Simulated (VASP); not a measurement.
# GaSb (F-43m) in VASP: notebook

Aim: see how the results for GaSb move with the level of theory and the settings. Levels: r2SCAN, PBEsol+D3(BJ), PBEsol+D4, PBEsol. Tasks: single point.

All numbers are computed with VASP 6.6.1; they aren't measurements. Logs are shortened: lines on timing, memory, paths and dates and some standing lists are left out, and cuts for length are marked.

**The experiment to reproduce.**

From a printed reference work, data compilation, for a bulk crystal of GaSb at 4.2 K: band gap 0.811 eV (direct).

The results are compared with them further down.

## Step 1: The cell of the first run

The structure is cubic, space group F-43m (No. 216). Conventional cell: a = 6.118 Å, b = 6.118 Å, c = 6.118 Å, α = 90.00°, β = 90.00°, γ = 90.00°. Sb (site symmetry -43m) has 4 Ga at 2.65 Å within 3.5 Å. Within 3.5 Å of Ga (site symmetry -43m) lie 4 Sb at 2.65 Å.

## Step 2: Single point, r2SCAN

Input file POSCAR:

```
GaSb
1.0
    0.0000000000      3.0590000000      3.0590000000
    3.0590000000      0.0000000000      3.0590000000
    3.0590000000      3.0590000000      0.0000000000
Sb Ga
1 1
Direct
    0.7500000000      0.7500000000      0.7500000000
    0.0000000000      0.0000000000      0.0000000000
```

Input file INCAR.step1:

```
SYSTEM = GaSb
ALGO     = Normal         ! electronic algorithm
EDIFF    = 1E-4           ! SCF threshold, eV
ENCUT    = 520            ! plane-wave cutoff, eV
GGA      = PE             ! functional
ISMEAR   = -1             ! smearing method
LASPH    = .True.         ! aspherical terms in the spheres
LCHARG   = .False.        ! write CHGCAR
LREAL    = .False.        ! projectors in reciprocal space
LWAVE    = .True.         ! write WAVECAR
NBANDS   = 16             ! bands
NELM     = 100            ! most SCF steps
PREC     = Accurate       ! precision mode
SIGMA    = 0.05           ! smearing width, eV
```

Input file INCAR.step2:

```
SYSTEM = GaSb
ALGO     = Normal         ! electronic algorithm
EDIFF    = 1E-6           ! SCF threshold, eV
ENCUT    = 520            ! plane-wave cutoff, eV
ISIF     = 2              ! what is computed and relaxed
ISMEAR   = -1             ! smearing method
ISTART   = 1            
LASPH    = .True.         ! aspherical terms in the spheres
LCHARG   = .False.        ! write CHGCAR
LMIXTAU  = .True.       
LREAL    = .False.        ! projectors in reciprocal space
LWAVE    = .False.        ! write WAVECAR
METAGGA  = R2SCAN         ! meta-GGA
NBANDS   = 16             ! bands
NELM     = 100            ! most SCF steps
PREC     = Accurate       ! precision mode
SIGMA    = 0.05           ! smearing width, eV
```

Input file KPOINTS:

```
k-points
0
Gamma
  4 4 4
  0 0 0
```

Potentials or basis: VASP PAW PBE potentials, release 64 (Sb, Ga_d).

Run with:

```sh
$ cat potpaw_PBE.64/Sb/POTCAR potpaw_PBE.64/Ga_d/POTCAR > POTCAR
$ cp INCAR.step1 INCAR
$ mpirun -np 1 vasp_std > vasp.out
$ cp INCAR.step2 INCAR
$ mpirun -np 1 vasp_std > vasp.out
```

OUTCAR:

```text
SYSTEM = GaSb
   EDIFF = 1E-6
   ENCUT = 520
   ISIF = 2
   ISMEAR = -1
   ISTART = 1
   LASPH = .True.
   LREAL = .False.
   METAGGA = R2SCAN
   NELM = 100
   PREC = Accurate

 ion  position               nearest neighbor table
   1  0.750  0.750  0.750-   2 2.65   2 2.65   2 2.65   2 2.65
   2  0.000  0.000  0.000-   1 2.65   1 2.65   1 2.65   1 2.65

  LATTYP: Found a face centered cubic cell.
 ALAT       =     6.1180000000

  Lattice vectors:

 A1 = (   0.0000000000,   3.0590000000,   3.0590000000)
 A2 = (   3.0590000000,   0.0000000000,   3.0590000000)
 A3 = (   3.0590000000,   3.0590000000,   0.0000000000)

Analysis of symmetry for initial positions (statically):
=====================================================================
 Subroutine PRICEL returns:
 Original cell was already a primitive cell.

 Routine SETGRP: Setting up the symmetry group for a
 face centered cubic supercell.

 Subroutine GETGRP returns: Found 24 space group operations
 (whereof 24 operations were pure point group operations)
 out of a pool of 48 trial point group operations.

The static configuration has the point symmetry T_d .

Analysis of symmetry for dynamics (positions and initial velocities):
=====================================================================
 Subroutine PRICEL returns:
 Original cell was already a primitive cell.

 Routine SETGRP: Setting up the symmetry group for a
 face centered cubic supercell.

 Subroutine GETGRP returns: Found 24 space group operations
 (whereof 24 operations were pure point group operations)
 out of a pool of 48 trial point group operations.

The dynamic configuration has the point symmetry T_d .

 Subroutine INISYM returns: Found 24 space group operations
 (whereof 24 operations are pure point group operations),
 and found     1 'primitive' translations

----------------------------------------------------------------------------------------

                                     Primitive cell

  volume of cell :      57.2491

  direct lattice vectors                    reciprocal lattice vectors
     0.000000000  3.059000000  3.059000000    -0.163452109  0.163452109  0.163452109
     3.059000000  0.000000000  3.059000000     0.163452109 -0.163452109  0.163452109
     3.059000000  3.059000000  0.000000000     0.163452109  0.163452109 -0.163452109

  length of vectors
     4.326079287  4.326079287  4.326079287     0.283107357  0.283107357  0.283107357

  position of ions in fractional coordinates (direct lattice)
     0.750000000  0.750000000  0.750000000
     0.000000000  0.000000000  0.000000000

  ion indices of the primitive-cell ions
   primitive index   ion index
                 1           1
                 2           2

----------------------------------------------------------------------------------------

 KPOINTS: k-points

Automatic generation of k-mesh.
 Grid dimensions read from file:
 generate k-points for:    4    4    4

 Generating k-lattice:

  Cartesian coordinates                     Fractional coordinates (reciprocal lattice)
    -0.040863027  0.040863027  0.040863027     0.250000000  0.000000000  0.000000000
     0.040863027 -0.040863027  0.040863027     0.000000000  0.250000000  0.000000000
     0.040863027  0.040863027 -0.040863027     0.000000000  0.000000000  0.250000000

  Length of vectors
     0.070776839  0.070776839  0.070776839

  Shift w.r.t. Gamma in fractional coordinates (k-lattice)
     0.000000000  0.000000000  0.000000000

 Subroutine IBZKPT returns following result:
 ===========================================

 Found      8 irreducible k-points:

 Following reciprocal coordinates:
            Coordinates               Weight
  0.000000  0.000000  0.000000      1.000000
  0.250000  0.000000  0.000000      8.000000
  0.500000  0.000000  0.000000      4.000000
  0.250000  0.250000  0.000000      6.000000
  0.500000  0.250000  0.000000     24.000000
 -0.250000  0.250000  0.000000     12.000000
  0.500000  0.500000  0.000000      3.000000
 -0.250000  0.500000  0.250000      6.000000
   k-points           NKPTS =      8   k-points in BZ     NKDIM =      8   number of bands    NBANDS=     16
   number of dos      NEDOS =    301   number of ions     NIONS =      2
   total plane-waves  NPLWV =  32768
   dimension x,y,z NGX =    32 NGY =   32 NGZ =   32
   dimension x,y,z NGXF=    64 NGYF=   64 NGZF=   64
   ions per type =               1   1
   NGX,Y,Z   is equivalent  to a cutoff of  12.30, 12.30, 12.30 a.u.
   NGXF,Y,Z  is equivalent  to a cutoff of  24.59, 24.59, 24.59 a.u.
 SYSTEM =  GaSb
   PREC   = accura    normal or accurate (medium, high low for compatibility)
   ISTART =      1    job   : 0-new  1-cont  2-samecut
   ICHARG =      0    charge: 1-file 2-atom 10-const
   ISPIN  =      1    spin polarized calculation?
   LNONCOLLINEAR =      F non collinear calculations
   LSORBIT =      F    spin-orbit coupling
   LASPH  =      T    aspherical Exc in radial PAW
[... 30 lines left out ...]
   IVDW    =     0    specifies the selected vdW correction
   LEPSILON=     F    determine dielectric tensor
   LRPA    =     F    only Hartree local field effects (RPA)
 non-spin polarized calculation
  energy-cutoff  :      520.00
  volume of cell :       57.25
 maximum number of plane-waves:      1572
   NGX = 17   NGY = 17   NGZ = 17

 number of electron      17.9999986 magnetization

 Free energy of the ion-electron system (eV)
  ---------------------------------------------------
  ext. energy  EPLUGINS =         0.00000000
  ---------------------------------------------------
  free energy    TOTEN  =       -37.42297029 eV

  energy without entropy =      -37.42262546  energy(sigma->0) =      -37.42279787

 E-fermi :   4.9690     XC(G=0):  -9.7015

 val. band max:        4.7181778956   @ k =   0.0000   0.0000   0.0000
 cond. band min:       5.1663744554   @ k =   0.0000   0.0000   0.0000
 fundamental gap:      0.4481965598
 Fermi energy:         4.9689687845

 k-point     1 :       0.0000    0.0000    0.0000
  band No.  band energies     occupation
      1     -10.8195      2.00000
      2     -10.8195      2.00000
      3     -10.8195      2.00000
      4     -10.7632      2.00000
      5     -10.7632      2.00000
      6      -7.2098      2.00000
[... 8 lines left out ...]
     15      13.7206      0.00000
     16      13.7206      0.00000

 k-point     2 :       0.2500    0.0000    0.0000
  band No.  band energies     occupation
      1     -10.8345      2.00000
      2     -10.8131      2.00000
      3     -10.8131      2.00000
      4     -10.7636      2.00000
      5     -10.7636      2.00000
      6      -6.5588      2.00000
[... 8 lines left out ...]
     15      12.7277      0.00000
     16      12.7277      0.00000

 k-point     3 :       0.5000    0.0000    0.0000
  band No.  band energies     occupation
      1     -10.8488      2.00000
      2     -10.8078      2.00000
      3     -10.8077      2.00000
      4     -10.7629      2.00000
      5     -10.7629      2.00000
      6      -5.4850      2.00000
[... 8 lines left out ...]
     15      15.2019      0.00000
     16      15.2019      0.00000

 k-point     4 :       0.2500    0.2500    0.0000
  band No.  band energies     occupation
      1     -10.8451      2.00000
      2     -10.8064      2.00000
      3     -10.8064      2.00000
      4     -10.7688      2.00000
      5     -10.7609      2.00000
      6      -6.3264      2.00000
[... 8 lines left out ...]
     15      14.3869      0.00000
     16      14.5696      0.00000

 k-point     5 :       0.5000    0.2500    0.0000
  band No.  band energies     occupation
      1     -10.8566      2.00000
      2     -10.8017      2.00000
      3     -10.7998      2.00000
      4     -10.7693      2.00000
      5     -10.7612      2.00000
      6      -5.1630      2.00000
[... 8 lines left out ...]
     15      15.3529      0.00000
     16      15.8169      0.00000

 k-point     6 :      -0.2500    0.2500    0.0000
  band No.  band energies     occupation
      1     -10.8492      2.00000
      2     -10.8057      2.00000
      3     -10.8052      2.00000
      4     -10.7649      2.00000
      5     -10.7641      2.00000
      6      -5.6145      2.00000
[... 8 lines left out ...]
     15      13.8207      0.00000
     16      15.9170      0.00000

 k-point     7 :       0.5000    0.5000    0.0000
  band No.  band energies     occupation
      1     -10.8673      2.00000
      2     -10.7928      2.00000
      3     -10.7928      2.00000
      4     -10.7760      2.00000
      5     -10.7585      2.00000
      6      -4.5907      2.00000
[... 8 lines left out ...]
     15      16.1878      0.00000
     16      16.6064      0.00000

 k-point     8 :      -0.2500    0.5000    0.2500
  band No.  band energies     occupation
      1     -10.8604      2.00000
      2     -10.8011      2.00000
      3     -10.7946      2.00000
      4     -10.7697      2.00000
      5     -10.7626      2.00000
      6      -4.5430      2.00000
[... 8 lines left out ...]
     15      15.3165      0.00000
     16      16.7450      0.00000

------------------------ aborting loop because EDIFF is reached ----------------------------------------

  FORCE on cell =-STRESS in cart. coord.  units (eV):
  Direction    XX          YY          ZZ          XY          YZ          ZX
  --------------------------------------------------------------------------------------
  -------------------------------------------------------------------------------------
  Total        0.2452835      0.2452835      0.2452835     -0.0000000     -0.0000000     -0.0000000
  in kB        6.8645237      6.8645237      6.8645237     -0.0000000     -0.0000000     -0.0000000
  external PRESSURE =       6.8645237 kB  Pullay stress =       0.0000000 kB

 VOLUME and BASIS-vectors are now :
 -----------------------------------------------------------------------------
  energy-cutoff  :      520.00
  volume of cell :       57.25
      direct lattice vectors                 reciprocal lattice vectors
     0.000000000  3.059000000  3.059000000    -0.163452109  0.163452109  0.163452109
     3.059000000  0.000000000  3.059000000     0.163452109 -0.163452109  0.163452109
     3.059000000  3.059000000  0.000000000     0.163452109  0.163452109 -0.163452109

 POSITION                                       TOTAL-FORCE (eV/Angst)
 -----------------------------------------------------------------------------------
      4.58850      4.58850      4.58850        -0.000000     -0.000000     -0.000000
      0.00000      0.00000      0.00000         0.000000      0.000000      0.000000
 -----------------------------------------------------------------------------------
    total drift:                                0.000002      0.000002      0.000002

  FREE ENERGIE OF THE ION-ELECTRON SYSTEM (eV)
  ---------------------------------------------------
  free  energy   TOTEN  =       -37.4229702871 eV

  energy  without entropy=      -37.4226254585  energy(sigma->0) =      -37.42279787
```

Wall time 57 s (1 thread of Intel Xeon Platinum 8259CL at 2.50GHz (Skylake/Cascade Lake), shared host); peak memory 0.18 GiB.

What came out:

- Free energy: -37.4230 eV
- Pressure: 0.7 GPa
- Band gap on the k mesh: 0.45 eV

Caveat: the k points lie up to 0.44 Å⁻¹ apart; semilocal functionals underestimate gaps, and a narrow one can read as zero; the PAW data sets were made with another functional, which shifts forces and pressure a little; spin-orbit coupling is left out, which moves the levels of the heavy elements.

## Step 3: Single point, PBEsol+D3(BJ)

This run uses another cell than the first one, of 27.65 Å³/atom.

Input file INCAR:

```
SYSTEM = GaSb
PREC = Accurate
ENCUT = 520
EDIFF = 1E-6
ISMEAR = -1
SIGMA = 0.05
LREAL = .False.
LASPH = .True.
NELM = 60
ALGO = Normal
ISIF = 2
LWAVE = .False.
LCHARG = .True.
GGA = PS
IVDW = 12
LELF = .True.
LVHAR = .True.
NBANDS = 16
```

Input file KPOINTS:

```
Automatic mesh
0
Gamma
  8 8 8
  0 0 0
```

Input file POSCAR:

```
GaSb
1.0
    0.0000000000      3.0238572127      3.0238572127
    3.0238572127      0.0000000000      3.0238572127
    3.0238572127      3.0238572127      0.0000000000
Sb Ga
1 1
Direct
    0.7500000000      0.7500000000      0.7500000000
    0.0000000000      0.0000000000      0.0000000000
```

Potentials or basis: VASP PAW PBE potentials, release 64 (Sb, Ga_d).

Run with:

```sh
$ cat potpaw_PBE.64/Sb/POTCAR potpaw_PBE.64/Ga_d/POTCAR > POTCAR
$ mpirun -np 1 vasp_std > vasp.out
```

It took 26 s on 1 thread of Intel Xeon Platinum 8259CL at 2.50GHz (Skylake/Cascade Lake), shared host; peak memory 0.2 GiB.

It converged, with:

```
Free energy                : -8.8079 eV
Pressure                   : -0.1 GPa
Band gap on the k mesh     : 0.24 eV
Dispersion energy per atom : -0.335 eV
```

Levels at points of the mesh, in eV from the valence-band top:
```tsv
k point	band 7	band 8	band 9	band 10	band 11	band 12
(0.00, 0.00, 0.00)	0.00	0.00	0.00	0.24	2.75	2.75
(0.50, 0.00, 0.00)	-6.57	-1.22	-1.22	0.42	3.71	3.71
(0.50, 0.50, 0.00)	-7.00	-2.71	-2.71	0.80	1.09	8.89
```

Caveat: three body term missing; semilocal functionals underestimate gaps, and a narrow one can read as zero; the PAW data sets were made with another functional, which shifts forces and pressure a little; spin-orbit coupling is left out, which moves the levels of the heavy elements.

## Step 4: Single point, PBEsol+D4

This run uses another cell than the first one, of 27.84 Å³/atom.

Input file INCAR:

```
PREC = Accurate ; ENCUT = 520
EDIFF = 1E-6 ; ISMEAR = -1
SIGMA = 0.05 ; LREAL = False
LASPH = True ; NELM = 80
ALGO = Normal ; ISIF = 2
LWAVE = False ; LCHARG = False
GGA = PS ; IVDW = 13
NBANDS = 16
```

Input file KPOINTS:

```
Automatic mesh
0
Gamma
  8 8 8
```

Input file POSCAR:

```
GaSb
1.0
    0.0000000000      3.0307797336      3.0307797336
    3.0307797336      0.0000000000      3.0307797336
    3.0307797336      3.0307797336      0.0000000000
Sb Ga
1 1
Direct
    0.7500000000      0.7500000000      0.7500000000
    0.0000000000      0.0000000000      0.0000000000
```

Run with:

```sh
$ cat potpaw_PBE.64/Sb/POTCAR potpaw_PBE.64/Ga_d/POTCAR > POTCAR
$ mpirun -np 1 vasp_std > vasp.out
```

Run time: 27 s. Hardware: 1 thread of Intel Xeon Platinum 8259CL at 2.50GHz (Skylake/Cascade Lake), shared host; peak memory 0.19 GiB.

The run converged. Its results:

```
Free energy                : -8.6451 eV
Pressure                   : 0.1 GPa
Band gap on the k mesh     : 0.19 eV
Dispersion energy per atom : -0.252 eV
```

Levels at points of the mesh, in eV from the valence-band top:
| k point | band 7 | band 8 | band 9 | band 10 | band 11 | band 12 |
| --- | --- | --- | --- | --- | --- | --- |
| (0.00, 0.00, 0.00) | 0.00 | 0.00 | 0.00 | 0.19 | 2.75 | 2.75 |
| (0.50, 0.00, 0.00) | -6.54 | -1.20 | -1.20 | 0.40 | 3.71 | 3.71 |
| (0.50, 0.50, 0.00) | -6.96 | -2.69 | -2.69 | 0.81 | 1.10 | 8.85 |

Caveat: semilocal functionals underestimate gaps, and a narrow one can read as zero; the PAW data sets were made with another functional, which shifts forces and pressure a little; spin-orbit coupling is left out, which moves the levels of the heavy elements.

## Step 5: Single point, PBEsol

This run uses another cell than the first one, of 28.51 Å³/atom.

Input file INCAR:

```
SYSTEM = GaSb
PREC = Accurate
ENCUT = 520
EDIFF = 1E-7
ISMEAR = -1
SIGMA = 0.05
LREAL = .False.
LASPH = .True.
NELM = 80
ALGO = Normal
ISIF = 2
LWAVE = .False.
LCHARG = .False.
GGA = PS
NBANDS = 16
```

Input file KPOINTS:

```
Automatic mesh
0
Gamma
  8 8 8
  0 0 0
```

Input file POSCAR:

```
GaSb
1.0
    0.0000000000      3.0549019273      3.0549019273
    3.0549019273      0.0000000000      3.0549019273
    3.0549019273      3.0549019273      0.0000000000
Sb Ga
1 1
Direct
    0.7500000000      0.7500000000      0.7500000000
    0.0000000000      0.0000000000      0.0000000000
```

Run with:

```sh
$ cat potpaw_PBE.64/Sb/POTCAR potpaw_PBE.64/Ga_d/POTCAR > POTCAR
$ mpirun -np 1 vasp_std > vasp.out
```

Wall time 32 s (1 thread of Intel Xeon Platinum 8259CL at 2.50GHz (Skylake/Cascade Lake), shared host); peak memory 0.18 GiB.

Results (log left out):

| Property | Result |
| --- | --- |
| Free energy | -8.1480 eV |
| Pressure | 0.1 GPa |
| Band gap on the k mesh | 0.02 eV |

Levels at points of the mesh, in eV from the valence-band top:
| k point | band 5 | band 6 | band 7 | band 8 | band 9 | band 10 | band 11 | band 12 | band 13 | band 14 |
| --- | --- | --- | --- | --- | --- | --- | --- | --- | --- | --- |
| (0.00, 0.00, 0.00) | -14.96 | -11.53 | 0.00 | 0.00 | 0.00 | 0.02 | 2.76 | 2.76 | 2.76 | 5.63 |
| (0.50, 0.00, 0.00) | -14.96 | -9.89 | -6.42 | -1.16 | -1.16 | 0.35 | 3.72 | 3.72 | 6.32 | 9.27 |
| (0.50, 0.50, 0.00) | -14.95 | -9.05 | -6.85 | -2.60 | -2.60 | 0.83 | 1.15 | 8.69 | 8.69 | 10.01 |

Caveat: the smearing spreads over this small gap; semilocal functionals underestimate gaps, and a narrow one can read as zero; the PAW data sets were made with another functional, which shifts forces and pressure a little; spin-orbit coupling is left out, which moves the levels of the heavy elements.

## Step 6: Summary

| level | cell | k mesh | gap on the mesh (eV) | pressure (GPa) |
| --- | --- | --- | --- | --- |
| r2SCAN | a = 4.326 Å, angles 60.0°, 2 atoms | 4 × 4 × 4 | 0.45 | 0.7 |
| PBEsol+D3(BJ) | a = 4.276 Å, angles 60.0°, 2 atoms | 8 × 8 × 8 | 0.24 | -0.1 |
| PBEsol+D4 | a = 4.286 Å, angles 60.0°, 2 atoms | 8 × 8 × 8 | 0.19 | 0.1 |
| PBEsol | a = 4.320 Å, angles 60.0°, 2 atoms | 8 × 8 × 8 | 0.02 | 0.1 |

Alike in all rows: task single point; potentials or basis VASP PAW PBE potentials, release 64 (Sb, Ga_d); no spin polarisation; cutoff (eV) 520; smearing fermi-dirac 0.05 eV.

Caveats: some runs use coarse meshes; semilocal functionals underestimate gaps, and a narrow one can read as zero; the PAW data sets were made with another functional, which shifts forces and pressure a little; spin-orbit coupling is left out, which moves the levels of the heavy elements; three body term missing (at least some runs); the smearing spreads over this small gap (at least some runs).

Absolute energies hang on the potentials; compare differences alone.

## Step 7: Comparison with measurements

Step 3. Against the measured gap of GaSb, 0.811 eV (direct; 4.2 K; a printed reference work, data compilation), the calculated 0.24 eV is off by -0.57 eV. Spin-orbit coupling on Ga, Sb is left out. The value is that of PBEsol+D3(BJ) on a finite k mesh, which can miss the band edges, without temperature or zero-point motion. Semilocal functionals fall short of measured gaps as a rule.

Step 4. Against the measured gap of GaSb, 0.811 eV (direct; 4.2 K; a printed reference work, data compilation), the calculated 0.19 eV is off by -0.62 eV. Spin-orbit coupling on Ga, Sb is left out. The value is that of PBEsol+D4 on a finite k mesh, which can miss the band edges, without temperature or zero-point motion. Semilocal functionals fall short of measured gaps as a rule.

Step 5. Measured gap of GaSb: 0.811 eV (direct; 4.2 K; a printed reference work, data compilation). This calculation gives 0.02 eV (-0.79 eV). Spin-orbit coupling on Ga, Sb is left out. The value is that of PBEsol on a finite k mesh, which can miss the band edges, without temperature or zero-point motion. Semilocal functionals fall short of measured gaps as a rule.

The gap in the log of VASP goes by the Fermi energy; the results here count the filled bands.